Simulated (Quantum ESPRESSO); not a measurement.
# TiO2 (P4_2/mnm) in Quantum ESPRESSO: settings compared

Aim: see how the results for TiO2 move with the level of theory and the settings. Levels: LDA, PBEsol. Tasks: band structure.

All numbers are computed with Quantum ESPRESSO 7.5; they aren't measurements. Logs are shortened: lines on timing, memory, paths and dates and some standing lists are left out, and cuts for length are marked.

**Measured values to compare with.**

“Shallow Valence Band of Rutile GeO2 and P-type Doping”, 2020, arxiv:2011.08928 quotes, for a bulk crystal of TiO2 at 1.6 K: band gap 3.03 eV (direct).

The runs below are set against these values where they give the same quantity.

## (1) The crystal as given

Symmetry: P4_2/mnm, No. 136, tetragonal system. The conventional cell has a = 4.600 Å, b = 4.600 Å, c = 2.959 Å, α = 90.00°, β = 90.00°, γ = 90.00°. Around Ti (site symmetry mmm) lie 6 O at 1.95 to 1.98 Å. O (site symmetry m2m) is surrounded by 3 Ti at 1.95 to 1.98 Å.

The cell is a database's computed one.

## (2) Band structure, LDA

The input, pw.in:

```
&CONTROL
  calculation = 'scf'
  prefix = 'pwscf'
  outdir = './tmp'
  pseudo_dir = './pseudo'
  tprnfor = .true.
  tstress = .true.
  disk_io = 'low'
/
&SYSTEM
  ibrav = 0
  celldm(1) = 8
  nat = 6
  ntyp = 2
  ecutwfc = 45
  ecutrho = 360
  nbnd = 33
  occupations = 'smearing'
  smearing = 'fd'
  degauss = 0.00367493
/
&ELECTRONS
  conv_thr = 1.2d-09
  electron_maxstep = 120
  mixing_beta = 0.5
/
ATOMIC_SPECIES
Ti    47.8670 ti_lda_v1.4.uspp.F.UPF
O     15.9990 o_lda_v1.2.uspp.F.UPF
CELL_PARAMETERS alat
  1.0865540950003   0.0000000000000   0.0000000000000
  0.0000000000000   1.0865540950003   0.0000000000000
  0.0000000000000   0.0000000000000   0.6990128965849
ATOMIC_POSITIONS crystal
Ti     0.0000000000    0.0000000000    0.5000000000
Ti     0.5000000000    0.5000000000    0.0000000000
O      0.3043213200    0.3043213200    0.5000000000
O      0.1956786800    0.8043213200    0.0000000000
O      0.8043213200    0.1956786800    0.0000000000
O      0.6956786800    0.6956786800    0.5000000000
K_POINTS automatic
6 6 9 0 0 0
```

The input, bands.in:

```
&CONTROL
  calculation = 'bands'
  prefix = 'pwscf'
  outdir = './tmp'
  pseudo_dir = './pseudo'
  disk_io = 'low'
  verbosity = 'high'
/
&SYSTEM
  ibrav = 0
  celldm(1) = 8
  nat = 6
  ntyp = 2
  ecutwfc = 45
  ecutrho = 360
  nbnd = 33
  occupations = 'smearing'
  smearing = 'fd'
  degauss = 0.00367493
/
&ELECTRONS
  conv_thr = 1d-08
  electron_maxstep = 120
  mixing_beta = 0.5
  diago_full_acc = .true.
  startingwfc = 'random'
/
ATOMIC_SPECIES
Ti    47.8670 ti_lda_v1.4.uspp.F.UPF
O     15.9990 o_lda_v1.2.uspp.F.UPF
CELL_PARAMETERS alat
  1.0865540950003   0.0000000000000   0.0000000000000
  0.0000000000000   1.0865540950003   0.0000000000000
  0.0000000000000   0.0000000000000   0.6990128965849
ATOMIC_POSITIONS crystal
Ti     0.0000000000    0.0000000000    0.5000000000
Ti     0.5000000000    0.5000000000    0.0000000000
O      0.3043213200    0.3043213200    0.5000000000
O      0.1956786800    0.8043213200    0.0000000000
O      0.8043213200    0.1956786800    0.0000000000
O      0.6956786800    0.6956786800    0.5000000000
K_POINTS crystal
60
 0.0000000000  0.0000000000  0.0000000000 1
 0.0000000000  0.1250000000  0.0000000000 1
 0.0000000000  0.2500000000  0.0000000000 1
 0.0000000000  0.3750000000  0.0000000000 1
 0.0000000000  0.5000000000  0.0000000000 1
 0.1250000000  0.5000000000  0.0000000000 1
 0.2500000000  0.5000000000  0.0000000000 1
 0.3750000000  0.5000000000  0.0000000000 1
 0.5000000000  0.5000000000  0.0000000000 1
 0.4285714286  0.4285714286  0.0000000000 1
 0.3571428571  0.3571428571  0.0000000000 1
 0.2857142857  0.2857142857  0.0000000000 1
 0.2142857143  0.2142857143  0.0000000000 1
 0.1428571429  0.1428571429  0.0000000000 1
 0.0714285714  0.0714285714  0.0000000000 1
 0.0000000000  0.0000000000  0.0000000000 1
 0.0000000000  0.0000000000  0.0625000000 1
 0.0000000000  0.0000000000  0.1250000000 1
 0.0000000000  0.0000000000  0.1875000000 1
 0.0000000000  0.0000000000  0.2500000000 1
 0.0000000000  0.0000000000  0.3125000000 1
 0.0000000000  0.0000000000  0.3750000000 1
 0.0000000000  0.0000000000  0.4375000000 1
 0.0000000000  0.0000000000  0.5000000000 1
 0.0000000000  0.1000000000  0.5000000000 1
 0.0000000000  0.2000000000  0.5000000000 1
 0.0000000000  0.3000000000  0.5000000000 1
 0.0000000000  0.4000000000  0.5000000000 1
 0.0000000000  0.5000000000  0.5000000000 1
 0.1000000000  0.5000000000  0.5000000000 1
 0.2000000000  0.5000000000  0.5000000000 1
 0.3000000000  0.5000000000  0.5000000000 1
 0.4000000000  0.5000000000  0.5000000000 1
 0.5000000000  0.5000000000  0.5000000000 1
 0.4285714286  0.4285714286  0.5000000000 1
 0.3571428571  0.3571428571  0.5000000000 1
 0.2857142857  0.2857142857  0.5000000000 1
 0.2142857143  0.2142857143  0.5000000000 1
 0.1428571429  0.1428571429  0.5000000000 1
 0.0714285714  0.0714285714  0.5000000000 1
 0.0000000000  0.0000000000  0.5000000000 1
 0.0000000000  0.5000000000  0.0000000000 1
 0.0000000000  0.5000000000  0.0555555556 1
 0.0000000000  0.5000000000  0.1111111111 1
 0.0000000000  0.5000000000  0.1666666667 1
 0.0000000000  0.5000000000  0.2222222222 1
 0.0000000000  0.5000000000  0.2777777778 1
 0.0000000000  0.5000000000  0.3333333333 1
 0.0000000000  0.5000000000  0.3888888889 1
 0.0000000000  0.5000000000  0.4444444444 1
 0.0000000000  0.5000000000  0.5000000000 1
 0.5000000000  0.5000000000  0.0000000000 1
 0.5000000000  0.5000000000  0.0625000000 1
 0.5000000000  0.5000000000  0.1250000000 1
 0.5000000000  0.5000000000  0.1875000000 1
 0.5000000000  0.5000000000  0.2500000000 1
 0.5000000000  0.5000000000  0.3125000000 1
 0.5000000000  0.5000000000  0.3750000000 1
 0.5000000000  0.5000000000  0.4375000000 1
 0.5000000000  0.5000000000  0.5000000000 1
```

Potentials or basis: GBRV 1.5 LDA.

The run is started by

```sh
$ OMP_NUM_THREADS=1 mpirun -n 2 pw.x -nk 2 -in pw.in > pw.out
$ OMP_NUM_THREADS=1 mpirun -n 2 pw.x -nk 2 -in bands.in > bands.out
```

pw.out:

```text
This program is part of the open-source Quantum ESPRESSO suite
     for quantum simulation of materials; please cite
         "P. Giannozzi et al., J. Phys.:Condens. Matter 21 395502 (2009);
         "P. Giannozzi et al., J. Phys.:Condens. Matter 29 465901 (2017);
         "P. Giannozzi et al., J. Chem. Phys. 152 154105 (2020);
     in publications or presentations arising from this work. More details at

     Message from routine setup:
     using ibrav=0 with symmetry is DISCOURAGED, use correct ibrav instead

     K-points division:     npool     =       2
     Subspace diagonalization in iterative solution of the eigenvalue problem:
     a serial algorithm will be used

     G-vector sticks info
     --------------------
     sticks:   dense  smooth     PW     G-vecs:    dense   smooth      PW
     Sum        2177    1085    333                48777    17227    2929

     Using Slab Decomposition

     bravais-lattice index     =            0
     lattice parameter (alat)  =       8.0000  a.u.
     unit-cell volume          =     422.5303 (a.u.)^3
     number of atoms/cell      =            6
     number of atomic types    =            2
     number of electrons       =        48.00
     number of Kohn-Sham states=           33
     kinetic-energy cutoff     =      45.0000  Ry
     charge density cutoff     =     360.0000  Ry
     scf convergence threshold =      1.2E-09
     mixing beta               =       0.5000
     number of iterations used =            8  plain     mixing
     Exchange-correlation= SLA  PZ   NOGX NOGC
                           (   1   1   0   0   0   0   0)

     celldm(1)=   8.000000  celldm(2)=   0.000000  celldm(3)=   0.000000
     celldm(4)=   0.000000  celldm(5)=   0.000000  celldm(6)=   0.000000

     crystal axes: (cart. coord. in units of alat)
               a(1) = (   1.086554   0.000000   0.000000 )
               a(2) = (   0.000000   1.086554   0.000000 )
               a(3) = (   0.000000   0.000000   0.699013 )

     reciprocal axes: (cart. coord. in units 2 pi/alat)
               b(1) = (  0.920341  0.000000  0.000000 )
               b(2) = (  0.000000  0.920341  0.000000 )
               b(3) = (  0.000000  0.000000  1.430589 )

     PseudoPot. # 1 for Ti read from file:
     ti_lda_v1.4.uspp.F.UPF
     Pseudo is Ultrasoft + core correction, Zval = 12.0
     Generated by new atomic code, or converted to UPF format
     Using radial grid of  851 points,  6 beta functions with:
                l(1) =   0
                l(2) =   0
                l(3) =   1
                l(4) =   1
                l(5) =   2
                l(6) =   2
     Q(r) pseudized with  6 coefficients,  rinner =    1.000   1.000   1.000
                                                       1.000   1.000

     PseudoPot. # 2 for O  read from file:
     o_lda_v1.2.uspp.F.UPF
     Pseudo is Ultrasoft + core correction, Zval =  6.0
     Generated by new atomic code, or converted to UPF format
     Using radial grid of  737 points,  5 beta functions with:
                l(1) =   0
                l(2) =   0
                l(3) =   1
                l(4) =   1
                l(5) =   2
     Q(r) pseudized with  8 coefficients,  rinner =    0.900   0.900   0.900
                                                       0.900   0.900

     atomic species   valence    mass     pseudopotential
     Ti               12.00    47.86700     Ti( 1.00)
     O                 6.00    15.99900     O ( 1.00)

     16 Sym. Ops., with inversion, found ( 8 have fractional translation)

   Cartesian axes

     site n.     atom                  positions (alat units)
         1        Ti     tau(   1) = (   0.0000000   0.0000000   0.3495064  )
         2        Ti     tau(   2) = (   0.5432770   0.5432770   0.0000000  )
         3        O      tau(   3) = (   0.3306616   0.3306616   0.3495064  )
         4        O      tau(   4) = (   0.2126155   0.8739386   0.0000000  )
         5        O      tau(   5) = (   0.8739386   0.2126155   0.0000000  )
         6        O      tau(   6) = (   0.7558925   0.7558925   0.3495064  )

     number of k points=    50  Fermi-Dirac smearing, width (Ry)=  0.0037
                       cart. coord. in units 2pi/alat
        k(    1) = (   0.0000000   0.0000000   0.0000000), wk =   0.0061728
        k(    2) = (   0.0000000   0.0000000   0.1589543), wk =   0.0123457
        k(    3) = (   0.0000000   0.0000000   0.3179086), wk =   0.0123457
        k(    4) = (   0.0000000   0.0000000   0.4768629), wk =   0.0123457
        k(    5) = (   0.0000000   0.0000000   0.6358172), wk =   0.0123457
        k(    6) = (   0.0000000   0.1533901   0.0000000), wk =   0.0246914
[... 42 lines left out ...]
        k(   49) = (  -0.4601704  -0.4601704   0.4768629), wk =   0.0123457
        k(   50) = (  -0.4601704  -0.4601704   0.6358172), wk =   0.0123457

     Dense  grid:    48777 G-vectors     FFT dimensions: (  54,  54,  36)

     Smooth grid:    17227 G-vectors     FFT dimensions: (  40,  40,  24)

     Check: negative core charge=   -0.000012

     Initial potential from superposition of free atoms

     starting charge      45.9999, renormalised to      48.0000

     negative rho (up, down):  1.500E-03 0.000E+00
     Starting wfcs are   36 randomized atomic wfcs

     Self-consistent Calculation

     iteration #  1     ecut=    45.00 Ry     beta= 0.50
     Davidson diagonalization with overlap
     ethr =  1.00E-02,  avg # of iterations =  2.0

     negative rho (up, down):  1.710E-03 0.000E+00

     total energy              =    -367.92542747 Ry
     estimated scf accuracy    <       1.16725457 Ry

     iteration #  2     ecut=    45.00 Ry     beta= 0.50
     Davidson diagonalization with overlap
     ethr =  2.43E-03,  avg # of iterations =  3.9
[... 69 lines left out ...]
     iteration # 10     ecut=    45.00 Ry     beta= 0.50
     Davidson diagonalization with overlap
     ethr =  1.10E-10,  avg # of iterations =  3.6

     negative rho (up, down):  1.431E-03 0.000E+00

     End of self-consistent calculation

          k = 0.0000 0.0000 0.0000 (  2127 PWs)   bands (ev):

   -47.5381 -47.5202 -24.1786 -24.1786 -24.0109 -24.0109 -23.9777 -23.9410
    -9.1759  -7.9428  -7.1874  -7.1874   2.8899   3.3393   3.6986   4.9024
     4.9024   6.1384   6.1384   6.7315   8.0253   8.2704   8.2704   8.7336
    10.5166  10.7865  11.0621  11.1643  11.1643  13.1610  13.2879  15.3436
    15.3436

          k = 0.0000 0.0000 0.1590 (  2148 PWs)   bands (ev):
[... 385 lines left out ...]
   -47.4872 -47.4872 -24.4107 -24.4107 -24.0465 -24.0465 -24.0080 -24.0080
    -7.7986  -7.7986  -7.5527  -7.5527   3.9110   3.9110   4.1078   4.1078
     5.1842   5.1842   6.0370   6.0370   7.3821   7.3821   8.0188   8.0188
    11.3109  11.3109  11.8525  11.8525  11.8618  11.8618  14.6844  14.6844
    14.7520

     the Fermi energy is     9.6017 ev

!    total energy              =    -368.42381066 Ry
     estimated scf accuracy    <          5.1E-10 Ry
     smearing contrib. (-TS)   =      -0.00000000 Ry
     internal energy E=F+TS    =    -368.42381066 Ry

     The total energy is F=E-TS. E is the sum of the following terms:
     one-electron contribution =    -125.64141449 Ry
     hartree contribution      =      85.67649424 Ry
     xc contribution           =     -64.37126319 Ry
     ewald contribution        =    -264.08762723 Ry

     convergence has been achieved in  10 iterations

     negative rho (up, down):  1.431E-03 0.000E+00

     Forces acting on atoms (cartesian axes, Ry/au):

     atom    1 type  1   force =     0.00000000    0.00000000    0.00000000
     atom    2 type  1   force =     0.00000000    0.00000000    0.00000000
     atom    3 type  2   force =     0.00305984    0.00305984    0.00000000
     atom    4 type  2   force =    -0.00305984    0.00305984    0.00000000
     atom    5 type  2   force =     0.00305984   -0.00305984    0.00000000
     atom    6 type  2   force =    -0.00305984   -0.00305984    0.00000000

     Total force =     0.008655     Total SCF correction =     0.000011

     Computing stress (Cartesian axis) and pressure

     negative rho (up, down):  1.431E-03 0.000E+00
          total   stress  (Ry/bohr**3)                   (kbar)     P=      -83.06
  -0.00049908   0.00000000   0.00000000          -73.42        0.00        0.00
   0.00000000  -0.00049908   0.00000000            0.00      -73.42        0.00
   0.00000000   0.00000000  -0.00069565            0.00        0.00     -102.33

=------------------------------------------------------------------------------=
   JOB DONE.
=------------------------------------------------------------------------------=
```

It took 74 s on 2 MPI ranks of Intel Xeon Platinum 8259CL at 2.50GHz (Skylake/Cascade Lake), shared host; peak memory 0.34 GiB.

Results:

| Quantity | Value |
| --- | --- |
| Free energy | -5012.6613 eV |
| Pressure | -8.3 GPa |
| Largest force | 0.111 eV/Å |
| Band gap on the k mesh | 1.78 eV, direct |
| Band gap along the path | 1.78 eV, direct |

Forces on the atoms (eV/Å):
```
Ti   0.000  0.000  0.000
Ti   0.000  0.000  0.000
O    0.079  0.079  0.000
O   -0.079  0.079  0.000
O    0.079 -0.079  0.000
O   -0.079 -0.079  0.000
```

Levels at the corners of the path, in eV from the valence-band top:
| point | band 20 | band 21 | band 22 | band 23 | band 24 | band 25 | band 26 | band 27 | band 28 | band 29 |
| --- | --- | --- | --- | --- | --- | --- | --- | --- | --- | --- |
| Γ | -2.00 | -0.71 | -0.46 | -0.46 | 0.00 | 1.78 | 2.05 | 2.33 | 2.43 | 2.43 |
| X | -3.09 | -1.67 | -1.67 | -0.75 | -0.75 | 2.45 | 2.45 | 2.97 | 2.97 | 3.52 |
| M | -2.24 | -1.32 | -1.32 | -1.09 | -1.09 | 1.82 | 1.82 | 2.45 | 2.45 | 3.80 |
| Γ | -2.00 | -0.71 | -0.46 | -0.46 | 0.00 | 1.78 | 2.05 | 2.33 | 2.43 | 2.43 |
| Z | -2.78 | -2.44 | -2.44 | -1.45 | -1.45 | 2.92 | 2.92 | 3.11 | 3.11 | 3.62 |
| R | -2.41 | -2.08 | -2.08 | -1.06 | -1.06 | 1.82 | 1.82 | 3.14 | 3.14 | 3.87 |
| A | -2.75 | -1.31 | -1.31 | -0.68 | -0.68 | 2.53 | 2.53 | 3.14 | 3.14 | 3.16 |
| Z | -2.78 | -2.44 | -2.44 | -1.45 | -1.45 | 2.92 | 2.92 | 3.11 | 3.11 | 3.62 |
| X | -3.09 | -1.67 | -1.67 | -0.75 | -0.75 | 2.45 | 2.45 | 2.97 | 2.97 | 3.52 |
| R | -2.41 | -2.08 | -2.08 | -1.06 | -1.06 | 1.82 | 1.82 | 3.14 | 3.14 | 3.87 |
| M | -2.24 | -1.32 | -1.32 | -1.09 | -1.09 | 1.82 | 1.82 | 2.45 | 2.45 | 3.80 |
| A | -2.75 | -1.31 | -1.31 | -0.68 | -0.68 | 2.53 | 2.53 | 3.14 | 3.14 | 3.16 |

## (3) Band structure, PBEsol

pw.in, as its differences from that of step 2:

```diff
@@ -27,4 +27,4 @@
 ATOMIC_SPECIES
-Ti    47.8670 ti_lda_v1.4.uspp.F.UPF
-O     15.9990 o_lda_v1.2.uspp.F.UPF
+Ti    47.8670 ti_pbesol_v1.4.uspp.F.UPF
+O     15.9990 o_pbesol_v1.2.uspp.F.UPF
 CELL_PARAMETERS alat
```

bands.in, as its differences from that of step 2:

```diff
@@ -28,4 +28,4 @@
 ATOMIC_SPECIES
-Ti    47.8670 ti_lda_v1.4.uspp.F.UPF
-O     15.9990 o_lda_v1.2.uspp.F.UPF
+Ti    47.8670 ti_pbesol_v1.4.uspp.F.UPF
+O     15.9990 o_pbesol_v1.2.uspp.F.UPF
 CELL_PARAMETERS alat
```

Potentials or basis: GBRV 1.5 PBEsol.

The run is started by

```sh
$ OMP_NUM_THREADS=1 mpirun -n 2 pw.x -nk 2 -in pw.in > pw.out
$ OMP_NUM_THREADS=1 mpirun -n 2 pw.x -nk 2 -in bands.in > bands.out
```

Run time: 76 s. Hardware: 2 MPI ranks of Intel Xeon Platinum 8259CL at 2.50GHz (Skylake/Cascade Lake), shared host; peak memory 0.34 GiB.

It converged, with:

- Free energy: -5006.7197 eV
- Pressure: -2.5 GPa
- Largest force: 0.061 eV/Å
- Band gap on the k mesh: 1.83 eV, direct
- Band gap along the path: 1.83 eV, direct

Forces in eV/Å, atoms in the order of the input:
```
Ti   0.000  0.000  0.000
Ti   0.000  0.000  0.000
O    0.043  0.043  0.000
O   -0.043  0.043  0.000
O    0.043 -0.043  0.000
O   -0.043 -0.043  0.000
```

Stress tensor (GPa, compression positive):
```
-1.85  0.00  0.00
 0.00 -1.85  0.00
 0.00  0.00 -3.80
```

Levels at the corners of the path, in eV from the valence-band top:
| point | band 21 | band 22 | band 23 | band 24 | band 25 | band 26 | band 27 | band 28 |
| --- | --- | --- | --- | --- | --- | --- | --- | --- |
| Γ | -0.71 | -0.46 | -0.46 | 0.00 | 1.83 | 2.11 | 2.37 | 2.47 |
| X | -1.66 | -1.66 | -0.76 | -0.76 | 2.50 | 2.50 | 3.01 | 3.01 |
| M | -1.32 | -1.32 | -1.09 | -1.09 | 1.87 | 1.87 | 2.50 | 2.50 |
| Γ | -0.71 | -0.46 | -0.46 | 0.00 | 1.83 | 2.11 | 2.37 | 2.47 |
| Z | -2.42 | -2.42 | -1.44 | -1.44 | 2.96 | 2.96 | 3.16 | 3.16 |
| R | -2.07 | -2.07 | -1.05 | -1.05 | 1.87 | 1.87 | 3.18 | 3.18 |
| A | -1.31 | -1.31 | -0.68 | -0.68 | 2.57 | 2.57 | 3.18 | 3.18 |
| Z | -2.42 | -2.42 | -1.44 | -1.44 | 2.96 | 2.96 | 3.16 | 3.16 |
| X | -1.66 | -1.66 | -0.76 | -0.76 | 2.50 | 2.50 | 3.01 | 3.01 |
| R | -2.07 | -2.07 | -1.05 | -1.05 | 1.87 | 1.87 | 3.18 | 3.18 |
| M | -1.32 | -1.32 | -1.09 | -1.09 | 1.87 | 1.87 | 2.50 | 2.50 |
| A | -1.31 | -1.31 | -0.68 | -0.68 | 2.57 | 2.57 | 3.18 | 3.18 |

## (4) How close it comes

Step 2. Measured gap of TiO2: 3.03 eV (direct; 1.6 K; quoted in “Shallow Valence Band of Rutile GeO2 and P-type Doping”, 2020, arxiv:2011.08928). This calculation gives 1.78 eV (-1.25 eV). 2 values of this kind are on record in papers (3.03 to 3.05 eV); this one was drawn at random among those near their median. The value is that of LDA, without temperature or zero-point motion. Semilocal functionals fall short of measured gaps as a rule. The cell is a database's relaxed one, not the measured one, which moves gaps too.

Step 3. A measured gap of TiO2 is 3.03 eV (direct; 1.6 K; quoted in “Shallow Valence Band of Rutile GeO2 and P-type Doping”, 2020, arxiv:2011.08928); the calculated 1.83 eV misses it by -1.20 eV. 2 values of this kind are on record in papers (3.03 to 3.05 eV); this one was drawn at random among those near their median. The value is that of PBEsol, without temperature or zero-point motion. Semilocal functionals fall short of measured gaps as a rule. The cell is a database's relaxed one, not the measured one, which moves gaps too.
